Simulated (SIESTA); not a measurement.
CdSe (Cadmoselite) in SIESTA: the effect of functional

Crystal: CdSe (Cadmoselite).

```xyz
4
Lattice="4.3000 0.0000 0.0000 -2.1500 3.7239 0.0000 0.0000 0.0000 7.0200" Properties=species:S:1:pos:R:3 pbc="T T T"
Cd    2.1500    1.2413    3.5100
Cd    0.0000    2.4826    0.0000
Se    2.1500    1.2413    6.2127
Se    0.0000    2.4826    2.7027
```

Alike in all runs:

```yaml
Program: SIESTA 5.4.2
Task: band structure
Basis: DZP (energy shift 0.003 Ry; two zetas on semicore shells)
Grid_cutoff: 800 Ry
Energy_shift: 0.003 Ry
k_mesh: 7 × 7 × 4
Occupations: fermi-dirac, width 0.05 eV
Spin: no spin polarisation
```

| functional | potentials or basis | gap on the mesh (eV) | pressure (GPa) | largest force (eV/Å) |
| --- | --- | --- | --- | --- |
| AM05 | PseudoDojo 0.4 standard (PBEsol files) | 0.89 | 0.9 | 0.30 |
| BLYP | PseudoDojo 0.4 standard (PBE files) | ? | ? | ? |
| vdW-DF-cx | PseudoDojo 0.4 standard (PBE files) | 0.85 | 1.0 | 0.31 |

Problem. What does the run with functional BLYP give?

Solution. gap on the mesh 0.90 eV; pressure 5.8 GPa; largest force 0.34 eV/Å.

Caveats: the potentials were made for another functional, which shifts forces and pressure; the basis of atomic orbitals isn't converged, which shifts pressures, moduli and gaps.

